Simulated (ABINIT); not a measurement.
## A GW run on AgCl (Fm-3m) in ABINIT, with inputs changed

A base run on AgCl (Fm-3m), then changed inputs.

Program: ABINIT 10.8.3. Level of theory: PBE and many-body steps on it, plane waves. Results are calculated unless marked as measured.

## (1) The starting structure

It takes space group Fm-3m (No. 225, cubic). Conventional cell: a = 5.545 Å, b = 5.545 Å, c = 5.545 Å, α = 90.00°, β = 90.00°, γ = 90.00°. Ag has 6 Cl at 2.77 Å nearest. Nearest to Cl lie 6 Ag at 2.77 Å. Farther neighbours and most contacts between anions are not listed.

Structure file:

```cif
data_structure
_symmetry_space_group_name_H-M 'Fm-3m'
_symmetry_Int_Tables_number 225
_cell_length_a 5.5453
_cell_length_b 5.5453
_cell_length_c 5.5453
_cell_angle_alpha 90.000
_cell_angle_beta 90.000
_cell_angle_gamma 90.000
_cell_volume 170.52
loop_
_atom_site_label
_atom_site_type_symbol
_atom_site_symmetry_multiplicity
_atom_site_Wyckoff_symbol
_atom_site_fract_x
_atom_site_fract_y
_atom_site_fract_z
_atom_site_occupancy
Ag1 Ag 4 a 0.00000 0.00000 0.00000 1
Cl1 Cl 4 b 0.50000 0.00000 0.00000 1
```

The cell and positions are those that the Materials Project relaxed with its own functionals (PBE, PBE+U or r2SCAN), kept fixed.

## (2) Screening, 6×6×6 mesh, 169 bands, screening to 212.2 eV

This step: ABINIT 10.8.3; RPA screening on PBE, plane waves, norm-conserving pseudopotentials.

The RPA dielectric matrix is built and inverted for each q.

File run.abi:

```
acell 3*1.0 Angstrom
rprim 
  0.000000000000 2.772662996800 2.772662996800
  2.772662996800 0.000000000000 2.772662996800
  2.772662996800 2.772662996800 0.000000000000
ntypat 2
znucl 47 17
natom 2
typat 1 2
xred 
  0.000000000000 0.000000000000 0.000000000000
  0.500000000000 0.500000000000 0.500000000000
pp_dirpath "pseudos"
pseudos "Ag.upf, Cl.upf"
ecut 37
ngkpt 6 6 6
nshiftk 1
shiftk 0 0 0
kptopt 1
chksymbreak 0
istwfk *1
occopt 1
irdwfk 1
optdriver 3
nband 169
ecuteps 7.8
inclvkb 2
awtr 1
symchi 1
indata_prefix "in"
outdata_prefix "out"
tmpdata_prefix "tmp"
```

Command:

```sh
$ OMP_NUM_THREADS=1 mpirun -n 8 abinit run.abi > log
```

The program printed:

```text
.Version 10.8.3 of ABINIT. v10.8.2 released Aug 2026.

 Symmetries : space group Fm -3 m (#225); Bravais cF (face-center cubic)
[... echo of the input left out ...]
== DATASET  1 ==================================================================
-   mpi_nproc: 8, omp_nthreads: 1 (-1 if OMP is not activated)

--- !DatasetInfo
iteration_state: {dtset: 1, }
dimensions: {natom: 2, nkpt: 16, mband: 169, nsppol: 1, nspinor: 1, nspden: 1, mpw: 3119, }
cutoff_energies: {ecut:  37.0, pawecutdg:  -1.0, }
electrons: {nelect:   2.60000000E+01, charge:   0.00000000E+00, occopt:   1.00000000E+00, tsmear:   1.00000000E-02, }

 SCREENING: Calculation of the susceptibility and dielectric matrices

 Based on a program developped by R.W. Godby, V. Olevano, G. Onida, and L. Reining.
 Incorporated in ABINIT by V. Olevano, G.-M. Rignanese, and M. Torrent.
.Using double precision arithmetic ; gwpc =  8

[... cell and pseudopotentials left out ...]
--------------------------------------------------------------------------------

 ==== K-mesh for the wavefunctions ====
 Number of points in the irreducible wedge :    16
[... list of points left out ...]
 Together with 48 symmetry operations and time-reversal symmetry
 yields   216 points in the full Brillouin Zone.

 ==== Q-mesh for the screening function ====
 Number of points in the irreducible wedge :    16
[... list of points left out ...]
 Together with 48 symmetry operations and time-reversal symmetry
 yields   216 points in the full Brillouin Zone.

 setmesh: FFT mesh size selected  =    30x   30x   30
          total number of points  =        27000

 vcoul_init : cutoff-mode = AUXILIARY_FUNCTION
 q-points for optical limit:   1
     1)      0.000010    0.000020    0.000030

- screening: taking advantage of time-reversal symmetry
- Maximum band index for partially occupied states nbvw = 13
- Remaining bands to be divided among processors   nbcw = 156
- Number of bands treated by each node ~19

 Number of electrons calculated from density =   26.0000; Expected =   26.0000
 average of density, n =  0.090376
 r_s =    1.3824
 omega_plasma =   28.9990 [eV]

 calculating chi0 at frequencies [eV] :
  1    0.000000E+00    0.000000E+00
  2    0.000000E+00    2.899902E+01

--------------------------------------------------------------------------------
  q-point number  1        q = ( 0.000000, 0.000000, 0.000000) [r.l.u.]
--------------------------------------------------------------------------------
[... chi0 elements left out ...]
 For q-point:  0.000010 0.000020 0.000030
  dielectric constant =   4.9448
  dielectric constant without local fields =   5.4104

  Average fulfillment of the sum rule on Im[epsilon] for q-point    1 :     78.30  [%]
[... wings left out ...]
  q-point number  2        q = ( 0.166667, 0.000000, 0.000000) [r.l.u.]
--------------------------------------------------------------------------------
[... chi0 elements left out ...]
  Average fulfillment of the sum rule on Im[epsilon] for q-point    2 :     89.56  [%]

 [... 14 further q-points ...]
```

Elapsed: 2.9 min, on 8 MPI ranks of Arm Neoverse V2, shared host; peak memory 2.9 GiB; 23 min of CPU time.

Numbers from this step:

* ε∞ with local fields, on this mesh, along the program's q direction: 4.945
* the same without local fields: 5.410
* plasma frequency: 29.00 eV
* plane waves in the screening matrix: 307

Local fields lower ε∞ by 9 %.

## (3) Base

The self-energy is evaluated for the states that the input lists, and the levels follow from it, in one-shot runs by the linearised quasiparticle equation.

This step: G0W0 on PBE, plane waves, norm-conserving pseudopotentials.

run.abi, as its differences from that of step 2:

```diff
@@ -23,8 +23,17 @@
 irdwfk 1
-optdriver 3
+optdriver 4
 nband 169
+gwcalctyp 0
+ecutsigx 37
+symsigma 1
+nkptgw 2
+kptgw 
+  0.5000000000 0.0000000000 0.0000000000
+  0.0000000000 0.0000000000 0.0000000000
+bdgw 
+  12 15
+  11 17
 ecuteps 7.8
-inclvkb 2
-awtr 1
-symchi 1
+irdscr 1
+ppmodel 1
 indata_prefix "in"
```

The program printed:

```text
.Version 10.8.3 of ABINIT. v10.8.2 released Aug 2026.

 Symmetries : space group Fm -3 m (#225); Bravais cF (face-center cubic)
[... echo of the input left out ...]
== DATASET  1 ==================================================================
-   mpi_nproc: 8, omp_nthreads: 1 (-1 if OMP is not activated)

--- !DatasetInfo
iteration_state: {dtset: 1, }
dimensions: {natom: 2, nkpt: 16, mband: 169, nsppol: 1, nspinor: 1, nspden: 1, mpw: 3119, }
cutoff_energies: {ecut:  37.0, pawecutdg:  -1.0, }
electrons: {nelect:   2.60000000E+01, charge:   0.00000000E+00, occopt:   1.00000000E+00, tsmear:   1.00000000E-02, }

 SIGMA: Calculation of the GW corrections

 Based on a program developped by R.W. Godby, V. Olevano, G. Onida, and L. Reining.
 Incorporated in ABINIT by V. Olevano, G.-M. Rignanese, and M. Torrent.
.Using double precision arithmetic ; gwpc =  8

[... cell and pseudopotentials left out ...]
--------------------------------------------------------------------------------

 ==== K-mesh for the wavefunctions ====
 Number of points in the irreducible wedge :    16
[... list of points left out ...]
 Together with 48 symmetry operations and time-reversal symmetry
 yields   216 points in the full Brillouin Zone.

 ==== Q-mesh for screening function ====
 Number of points in the irreducible wedge :    16
[... list of points left out ...]
 Together with 48 symmetry operations and time-reversal symmetry
 yields   216 points in the full Brillouin Zone.

 vcoul_init : cutoff-mode = AUXILIARY_FUNCTION
 q-points for optical limit:   1
     1)      0.000010    0.000020    0.000030
 setmesh: FFT mesh size selected  =    45x   45x   45
          total number of points  =        91125

 Number of electrons calculated from density =   26.0000; Expected =   26.0000
 average of density, n =  0.090376
 r_s =    1.3824
 omega_plasma =   28.9990 [eV]

 === KS Band Gaps ===
  >>>> For spin  1
   Minimum direct gap =   3.2296 [eV], located at k-point      :   0.0000  0.0000  0.0000
   Fundamental gap    =   0.9128 [eV], Top of valence bands at :   0.5000  0.0000  0.0000
                                       Bottom of conduction at :   0.0000  0.0000  0.0000
 SIGMA fundamental parameters:
 PLASMON POLE MODEL  1
 number of plane-waves for SigmaX                 3119
 number of plane-waves for SigmaC and W            307
 number of plane-waves for wavefunctions          3119
 number of bands                                   169
 number of independent spin polarizations            1
 number of spinorial components                      1
 number of k-points in IBZ                          16
 number of q-points in IBZ                          16
 number of symmetry operations                      48
 number of k-points in BZ                          216
 number of q-points in BZ                          216
 number of frequencies for dSigma/dE                 9
 frequency step for dSigma/dE [eV]                0.25
 number of omega for Sigma on real axis              0
 max omega for Sigma on real axis  [eV]           0.00
 zcut for avoiding poles [eV]                     0.10

 EPSILON^-1 parameters (SCR file):
 dimension of the eps^-1 matrix on file            307
 dimension of the eps^-1 matrix used               307
 number of plane-waves for wavefunctions          3119
 number of bands                                   169
 number of q-points in IBZ                          16
 number of frequencies                               2
 number of real frequencies                          1
 number of imag frequencies                          1

 matrix elements of self-energy operator (all in [eV])

 Perturbative Calculation

--- !SelfEnergy_ee
iteration_state: {dtset: 1, }
kpoint     : [   0.500,    0.000,    0.000, ]
spin       : 1
KS_gap     :    4.239
QP_gap     :    5.415
Delta_QP_KS:    1.176
data: !SigmaeeData |
     Band     E0 <VxcDFT>   SigX SigC(E0)      Z dSigC/dE  Sig(E)    E-E0       E
       12   4.678 -21.526 -26.477   3.630   0.796  -0.256 -22.577  -1.051   3.627
       13   4.678 -21.526 -26.477   3.630   0.796  -0.256 -22.577  -1.051   3.627
       14   8.917  -9.101  -4.939  -4.012   0.837  -0.194  -8.976   0.125   9.042
       15  11.220 -13.714  -7.722  -5.196   0.802  -0.247 -13.076   0.638  11.858

--- !SelfEnergy_ee
iteration_state: {dtset: 1, }
kpoint     : [   0.000,    0.000,    0.000, ]
spin       : 1
KS_gap     :    3.230
QP_gap     :    4.747
Delta_QP_KS:    1.517
data: !SigmaeeData |
     Band     E0 <VxcDFT>   SigX SigC(E0)      Z dSigC/dE  Sig(E)    E-E0       E
       11   2.361 -14.531 -18.773   2.592   0.790  -0.266 -15.834  -1.303   1.058
       12   2.361 -14.531 -18.773   2.592   0.790  -0.266 -15.834  -1.303   1.058
       13   2.361 -14.531 -18.773   2.592   0.790  -0.266 -15.834  -1.303   1.058
       14   5.591 -10.859  -6.734  -3.868   0.831  -0.204 -10.645   0.214   5.805
       15  15.379 -12.293  -6.949  -4.561   0.821  -0.218 -11.650   0.643  16.021
       16  15.379 -12.293  -6.949  -4.561   0.821  -0.218 -11.650   0.643  16.021
       17  15.379 -12.293  -6.949  -4.561   0.821  -0.218 -11.650   0.643  16.021

== END DATASET(S) ==============================================================
================================================================================

 -outvars: echo values of variables after computation  --------
           etotal      0.0000000000E+00
            nband         169
             nkpt          16
          spgroup         225
 [... the other variables as echoed above ...]

 Calculation completed.
```

The job ended after 22 s (8 MPI ranks; peak memory 3 GiB).

Numbers from this step:

```yaml
g0w0_gap_on_the_points_computed: 2.178 eV
starting_gap_on_the_mesh: 0.9128 eV
k_of_the_valence_top: 0.5, 0, 0
k_of_the_conduction_bottom: 0, 0, 0
z_at_the_valence_top: 0.796
z_at_the_conduction_bottom: 0.831
least_direct_g0w0_gap_on_the_computed_points: 4.747 eV
```

The gap on the mesh goes from 0.91 eV to 2.18 eV, a correction of +1.27 eV.

(Continued in part 2 of 2.)

[Paths, hosts, dates, memory and timing lines, banners, echoed tables and standing remarks are left out of the program output.]

[Logs are printed without paths, hosts, clocks, repeated set-up lines and the standing remarks that a program may print on its own settings, such as how far it seeks lower states.]

[Runs of the session that timed out or met a known fault of the program may be left out.]

[Hosts, paths, dates, database ids (printed as entryN), source tags and the programs' standing remarks are cut or masked in the printed files.]

[G0W0 gaps are taken among the corrected bands and points alone; a level outside them can change the order at an edge.]

[Where Ansatz stands beside ABINIT at settings called matched, ABINIT's density can come from a denser mesh and the files from another edition; pairs whose starting gaps differed by over 0.03 eV were left out, so agreement reads better than it is.]
